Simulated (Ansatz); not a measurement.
# Step by step: BeTe, relaxation of cell and atoms

All numbers below come from DFT, PBE, PAW with Ansatz's default frozen-core files, scalar-relativistic (Ansatz 0.2.0).

Command: `ansatz run input.yaml --threads 1 --pin off --max-ram 2048MiB --backend cpu --events-out ev --progress --plain --runs-dir out` The run took about 5.4 s on 1 thread of a shared machine.

```yaml
crystal:
  lattice:
    - [0.0, 2.4723605563, 2.4723605563]
    - [2.4723605563, 0.0, 2.4723605563]
    - [2.4723605563, 2.4723605563, 0.0]
  atoms:
    - { symbol: Be, position: [0.0, 0.0, 0.0] }
    - { symbol: Te, position: [0.5, 0.5, 0.5] }
kpoints:
  mp_grid: { grid: [13, 13, 13] }
scf:
  occupations: { method: fermi_dirac, width: 0.05 }
hamiltonian:
  xc: pbe
  pseudopotentials: { kind: paw }
output:
  forces: true
  stress: true
relax:
  f_tol: 0.005
  max_steps: 80
  cell: {}
```

No spin–orbit coupling, which matters for the heavy atoms here.

The cell is built from the rocksalt type as a first guess.

The cutoff is 420 eV; energies and pressures of the walk include the program's estimate of the Pulay term.

Each frame lists the cell vectors (Å), then Cartesian positions (Å); symmetry keeps all forces zero. Free energies count from the first step, -7071.8607 eV.

The walk took 8 evaluations in all; steps that aren't listed are left out.

Step 1: E = 0.0 meV, P = 26.56 GPa

```
cell 0.0000 2.4724 2.4724 2.4724 0.0000 2.4724 2.4724 2.4724 0.0000
Be    0.0000    0.0000    0.0000
Te    2.4724    2.4724    2.4724
```

Step 2: E = -472.5 meV, P = 8.13 GPa

```
cell 0.0000 2.5929 2.5929 2.5929 0.0000 2.5929 2.5929 2.5929 0.0000
Be    0.0000    0.0000    0.0000
Te    2.5929    2.5929    2.5929
```

Step 3: E = -549.4 meV, P = 2.03 GPa

```
cell 0.0000 2.6541 2.6541 2.6541 0.0000 2.6541 2.6541 2.6541 0.0000
Be    0.0000    0.0000    0.0000
Te    2.6541    2.6541    2.6541
```

Step 4: E = -555.7 meV, P = 0.25 GPa

```
cell 0.0000 2.6757 2.6757 2.6757 0.0000 2.6757 2.6757 2.6757 0.0000
Be    0.0000    0.0000    0.0000
Te    2.6757    2.6757    2.6757
```

Task: How does the relaxation end?

Result: It converges, with a = 5.360 Å, b = 5.360 Å, c = 5.360 Å, α = 90.00°, β = 90.00°, γ = 90.00° (conventional cell, space group Fm-3m). The last solve (on a basis chosen afresh for the final cell, so its energy is not quite comparable) gives E = -558.7 meV, P = 0.00 GPa:
```
cell 0.0000 2.6801 2.6801 2.6801 0.0000 2.6801 2.6801 2.6801 0.0000
Be    0.0000    0.0000    0.0000
Te    2.6801    2.6801    2.6801
```
